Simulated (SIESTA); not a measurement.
Crystal: V.

```
V
1.0
    -1.51435    1.51435    1.51435
     1.51435   -1.51435    1.51435
     1.51435    1.51435   -1.51435
V
1
Cartesian
  0.0000 0.0000 0.0000
```

Base run:

- Program: SIESTA 5.4.2
- Functional: PBE
- Potentials or basis: PseudoDojo 0.4 standard (PBE files)
- Basis: DZ (energy shift 0.003 Ry; two zetas on semicore shells)
- Grid cutoff: 800 Ry
- Energy shift: 0.003 Ry
- k mesh: 12 × 12 × 12
- Occupations: fermi-dirac, width 0.05 eV
- Spin: collinear spin, ferromagnetic start
- Starting moments: [2.0] μB

Its results: band gap on the k mesh none (metal or under the smearing width); pressure -8.1 GPa; net moment 0.00 μB per cell.

Problem. The run is repeated on the same cell with these changes: basis from DZ (energy shift 0.003 Ry; two zetas on semicore shells) to SZP (energy shift 0.003 Ry). What comes out?

Solution. Band gap on the k mesh none (metal or under the smearing width); pressure 0.4 GPa; net moment 0.00 μB per cell.

Caveats: the basis of atomic orbitals isn't converged, which shifts pressures, moduli and gaps; the basis has no polarisation orbitals (some runs).
